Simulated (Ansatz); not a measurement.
# Os: the cost of one run

Method: DFT PBE, scalar-relativistic, in Ansatz 0.2.0.

## Step 1: The starting structure

Symmetry: P6_3/mmc, No. 194, hexagonal system. The conventional cell has a = 2.734 Å, b = 2.734 Å, c = 4.320 Å, α = 90.00°, β = 90.00°, γ = 120.00°. Around Os (site symmetry -6m2) lie 12 Os at 2.68 to 2.73 Å.

Coordinates:

```
CELL_PARAMETERS angstrom
2.73410 0.00000 0.00000
-1.36705 2.36780 0.00000
0.00000 0.00000 4.31970
ATOMIC_POSITIONS crystal
Os 0.33333 0.66667 0.25000
Os 0.66667 0.33333 0.75000
```

The geometry is a database entry used as it stands. It may stem from high pressure or temperature, or be incomplete, so it serves as a test cell.

Atoms are numbered in the order of the input: Os1, Os2.

## Step 2: Volume × 0.94, LAPW

Input file input.yaml:

```yaml
crystal:
  lattice:
    - [2.6782863558, 0.0, 0.0]
    - [-1.339143178, 2.3194640228, 0.0]
    - [0.0, 0.0, 4.2315181138]
  atoms:
    - { symbol: Os, position: [0.3333333333, 0.6666666667, 0.25] }
    - { symbol: Os, position: [0.6666666667, 0.3333333333, 0.75] }
kpoints:
  mp_grid: { grid: [15, 15, 9] }
  band_path:
    path:
      - [0.0, 0.0, 0.0]
      - [0.5, 0.0, 0.0]
      - [0.3333333333, 0.3333333333, 0.0]
      - [0.0, 0.0, 0.0]
      - [0.0, 0.0, 0.5]
      - [0.5, 0.0, 0.5]
      - [0.3333333333, 0.3333333333, 0.5]
      - [0.0, 0.0, 0.5]
      - [0.5, 0.0, 0.5]
    npoints: 5
scf:
  occupations: { method: fermi_dirac, width: 0.05 }
hamiltonian:
  xc: pbe
  pseudopotentials: { kind: all_electron, lapw: { basis_error: 0.0005 } }
output:
  forces: true
  stress: true
  eigenvalues: true
```

Started as:

```bash
$ ansatz run input.yaml --threads 1 --pin off --max-ram 3072MiB --backend cpu --events-out ev --progress --plain --runs-dir out
```

What time and memory should one allow on 1 thread of Arm Neoverse V2, shared host?

About 73 s, with a peak of 0.72 GiB.
